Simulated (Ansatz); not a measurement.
# GaCuSe2: the cost of one run

The runs shown are made with Ansatz 0.2.0. PAW datasets, plane waves, zero pressure. No spin polarisation. The prototype was imposed, so other structures may be more stable.

**1. The system as given**

This is the cell as the run starts from it, not yet at rest; its lengths are not the crystal's.

It is trigonal, R-3m (No. 166); a = 3.643 Å, c = 35.694 Å in the conventional setting, 17.09 Å³ an atom. Near Cu stand 6 Se at 2.58 Å; near Ga stand 6 Se at 2.58 Å; near Se stand 6 Cu at 2.58 Å; near Se stand 3 Cu at 2.58 Å and 3 Ga at 2.58 Å; near Se stand 6 Ga at 2.58 Å.

Coordinates:

```cif
data_structure
_symmetry_space_group_name_H-M 'P 1'
_symmetry_Int_Tables_number 1
_cell_length_a 12.0824
_cell_length_b 12.0824
_cell_length_c 12.0824
_cell_angle_alpha 17.341
_cell_angle_beta 17.341
_cell_angle_gamma 17.341
_cell_volume 136.75
loop_
_atom_site_label
_atom_site_type_symbol
_atom_site_fract_x
_atom_site_fract_y
_atom_site_fract_z
_atom_site_occupancy
Cu1 Cu 0.87500 0.87500 0.87500 1
Cu2 Cu 0.12500 0.12500 0.12500 1
Ga1 Ga 0.37500 0.37500 0.37500 1
Ga2 Ga 0.62500 0.62500 0.62500 1
Se1 Se 0.50000 0.50000 0.50000 1
Se2 Se 0.75000 0.75000 0.75000 1
Se3 Se 0.00000 0.00000 0.00000 1
Se4 Se 0.25000 0.25000 0.25000 1
```

**2. Relaxing with PBE**

The input, input.yaml:

```yaml
crystal:
  lattice:
    - [1.8214869158, 1.0516359612, 11.8979027116]
    - [-1.8214869158, 1.0516359612, 11.8979027116]
    - [0.0, -2.1032719223, 11.8979027116]
  atoms:
    - { symbol: Cu, position: [0.875, 0.875, 0.875] }
    - { symbol: Cu, position: [0.125, 0.125, 0.125] }
    - { symbol: Ga, position: [0.375, 0.375, 0.375] }
    - { symbol: Ga, position: [0.625, 0.625, 0.625] }
    - { symbol: Se, position: [0.5, 0.5, 0.5] }
    - { symbol: Se, position: [0.75, 0.75, 0.75] }
    - { symbol: Se, position: [1.0, 0.0, 0.0] }
    - { symbol: Se, position: [0.25, 0.25, 0.25] }
kpoints:
  mp_grid: { grid: [8, 8, 8] }
hamiltonian:
  xc: pbe
scf:
  occupations: { method: fermi_dirac, width: 0.02 }
relax:
  f_tol: 0.005
  cell: {}
```

Started as:

```bash
> ansatz run input.yaml --threads 2 --pin off --max-ram 29491MiB --backend cpu --events-out ev --progress --plain --runs-dir out
```

Q: Estimate wall time and peak memory on 2 threads of AMD EPYC 7R13 (Zen 3), shared host.

About 2 min, with a peak of 1 GiB.
